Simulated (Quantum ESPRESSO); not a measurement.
Wanted: the native input for a Quantum ESPRESSO 7.5 run.

```
Task                : single point
Functional          : PBEsol
Potentials or basis : GBRV 1.5 PBEsol
Cutoff              : 612 eV
Density cutoff      : 4898 eV
k mesh              : 10 × 10 × 6
Occupations         : fermi-dirac, width 0.05 eV
Spin                : no spin polarisation
Hubbard terms       : Ti d U = 1 eV
Hubbard projectors  : ortho-atomic
Mixing beta         : 0.3
Most SCF iterations : 120
SCF threshold       : 6e-10 Ry
```

Ti2O:

```
Ti O
1.0
     2.91940    0.00000    0.00000
    -1.45970    2.52827    0.00000
     0.00000    0.00000    4.71300
Ti O
2 1
Direct
  0.33333 0.66667 0.72126
  0.66667 0.33333 0.27874
  0.00000 0.00000 0.00000
```

The input as run:

pw.in

```
&CONTROL
  calculation = 'scf'
  prefix = 'pwscf'
  outdir = './tmp'
  pseudo_dir = './pseudo'
  tprnfor = .true.
  tstress = .true.
  disk_io = 'nowf'
/
&SYSTEM
  ibrav = 0
  nat = 3
  ntyp = 2
  ecutwfc = 45
  ecutrho = 360
  nbnd = 25
  occupations = 'smearing'
  smearing = 'fd'
  degauss = 0.00367493
/
&ELECTRONS
  conv_thr = 6d-10
  electron_maxstep = 120
  mixing_beta = 0.3
/
ATOMIC_SPECIES
Ti    47.8670 ti_pbesol_v1.4.uspp.F.UPF
O     15.9990 o_pbesol_v1.2.uspp.F.UPF
CELL_PARAMETERS angstrom
   2.9194000000    0.0000000000    0.0000000000
  -1.4597000000    2.5282745638    0.0000000000
   0.0000000000    0.0000000000    4.7130000000
ATOMIC_POSITIONS crystal
Ti     0.3333333333    0.6666666667    0.7212600000
Ti     0.6666666667    0.3333333333    0.2787400000
O      0.0000000000    0.0000000000    0.0000000000
K_POINTS automatic
10 10 6 0 0 0
HUBBARD {ortho-atomic}
U Ti-3d 1.0
```

Potentials or basis: GBRV 1.5 PBEsol.

Command:

```console
$ OMP_NUM_THREADS=1 mpirun -n 2 pw.x -nk 2 -in pw.in > pw.out
```

Results of the run:

The pressure is 6.2 GPa, the largest force is 1.277 eV/Å and the band gap on the k mesh is none (metal or under the smearing width).

Caveat: U without spin polarisation on a metal has little footing; forces of over 1 eV/Å show positions far from the minimum, so gaps and moduli don't describe the material at rest.

It took 14 s on 2 MPI ranks on Intel(R) Xeon(R) 6975P-C (Granite Rapids) (shared host), peak memory 0.28 GiB a rank.
